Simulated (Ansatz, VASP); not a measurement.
Si: VASP beside Ansatz

```
Si
1.0
     0.00000    2.73549    2.73549
     2.73549    0.00000    2.73549
     2.73549    2.73549    0.00000
Si
2
Direct
  0.50000 0.50000 0.50000
  0.75000 0.75000 0.75000
```

Alike in both runs: task single point; functional PBE; k mesh 10 × 10 × 10; occupations methfessel-paxton of order 1, width 0.03 eV; no spin polarisation.

|  | VASP | Ansatz |
| --- | --- | --- |
| version | VASP 6.6.1 | Ansatz 0.2.0 |
| potentials or method | VASP PAW PBE potentials, release 64 (Si) | plane waves (420 eV) with PAW, scalar-relativistic |
| plane-wave cutoff (eV) | 520 | 420 |
| valence electrons in the cell | 8 | 8 |

```csv
,VASP,Ansatz,Ansatz less VASP
gap on the k mesh at the Fermi level (eV),0.62,0.62,-0.003
pressure (GPa),-0.1,0.0,+0.08
```

A k mesh can miss the band edges.
